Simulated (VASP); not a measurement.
Write the native input for VASP 6.6.1 that does the following.

```
Task                   : single point
Functional             : PBE
Potentials or basis    : VASP PAW PBE potentials, release 64 (Si)
Cutoff                 : 520 eV
k mesh                 : 3 × 3 × 1
Occupations            : gaussian, width 0.05 eV
Spin                   : no spin polarisation
Dipole correction      : yes
Further INCAR settings : LREAL = Auto; ALGO = Fast; EDIFF = 1e-07; NBANDS = 66
```

The structure of Si lies in POSCAR:

```
Si
1.0
    7.7354121523      0.0000000000      0.0000000000
   -3.8677060762      6.6990634327      0.0000000000
    0.0000000000      0.0000000000     26.2054297712
Si
24
Direct
    0.6666666667      0.3333333333      0.3052802442
    0.6666666667      0.8333333333      0.3052802442
    0.1666666667      0.3333333333      0.3052802442
    0.1666666667      0.8333333333      0.3052802442
    0.5000000000      0.5000000000      0.3354072906
    0.5000000000      0.0000000000      0.3354072906
    0.0000000000      0.5000000000      0.3354072906
    0.0000000000      0.0000000000      0.3354072906
    0.0000000000      0.5000000000      0.4257884295
    0.0000000000      0.0000000000      0.4257884295
    0.5000000000      0.5000000000      0.4257884295
    0.5000000000      0.0000000000      0.4257884295
    0.8336526718      0.6663512521      0.4546846509
    0.8330025535      0.1669974465      0.4557095259
    0.3330539158      0.6669460842      0.4557062634
    0.3336487479      0.1663473282      0.4546846509
    0.3207764865      0.6792235135      0.5485451365
    0.3386420880      0.1610836606      0.5468011566
    0.8389163394      0.6613579120      0.5468011566
    0.8207105455      0.1792894545      0.5484599035
    0.1591741372      0.8408258628      0.5840756224
    0.1654947016      0.3343807635      0.5573683624
    0.6656192365      0.8345052984      0.5573683624
    0.6590531100      0.3409468900      0.5838956550
```

The cell isn't the ideal one: the slab at its places in the relaxed adsorbed structure.

One way to write it, as run:

INCAR

```
ALGO = Fast ; DIPOL = 0.5 0.5 0.440
EDIFF = 1E-7 ; ENCUT = 520
GGA = PE ; IDIPOL = 3
ISIF = 2 ; ISMEAR = 0
LASPH = T ; LCHARG = T
LDIPOL = T ; LELF = T
LREAL = Auto ; LVACPOTAV = T
LVHAR = T ; LWAVE = F
NBANDS = 66 ; NELM = 100
PREC = Accurate ; SIGMA = 0.05
```

KPOINTS

```
k-points
0
Gamma
  3 3 1
```

Potentials or basis: VASP PAW PBE potentials, release 64 (Si).

The run is started by

```sh
$ cat potpaw_PBE.64/Si/POTCAR > POTCAR
$ mpirun -np 1 vasp_std > vasp.out
```

Results of the run:

```
Largest force                   : 0.903 eV/Å
Band gap on the k mesh          : none (metal or under the smearing width)
Work function of the upper face : 4.80 eV
Work function of the lower face : 4.78 eV
```

Wall time 22 min on 1 thread of Intel(R) Xeon(R) Platinum 8488C (Sapphire Rapids), on a shared host, peak memory 1.3 GiB.
